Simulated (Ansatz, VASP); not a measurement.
CdSe: VASP beside Ansatz

```
Cd Se
1.0
     0.00000    3.07027    3.07027
     3.07027    0.00000    3.07027
     3.07027    3.07027    0.00000
Cd Se
1 1
Direct
  0.00000 0.00000 0.00000
  0.75000 0.75000 0.75000
```

Measurements of this composition are mostly on another form, of space group No. 186.

Alike in both runs: task single point; functional PBE; k mesh 8 × 8 × 8; occupations gaussian, width 0.05 eV; no spin polarisation.

|  | VASP | Ansatz |
| --- | --- | --- |
| version | VASP 6.6.1 | Ansatz 0.2.0 |
| potentials or method | VASP PAW PBE potentials, release 64 (Cd, Se) | scalar-relativistic, plane waves, PAW |
| plane-wave cutoff (eV) | 520 | 420 |
| valence electrons in the cell | 18 | 36 |

|  | VASP | Ansatz | Ansatz less VASP |
| --- | --- | --- | --- |
| gap on the k mesh at the Fermi level (eV) | 0.55 | 0.55 | +0.001 |
| pressure (GPa) | 1.6 | 1.3 | -0.28 |

The functional is the same, so the differences come from potentials, cutoffs and numerics. The two sets of potentials don't hold the same shells in valence.
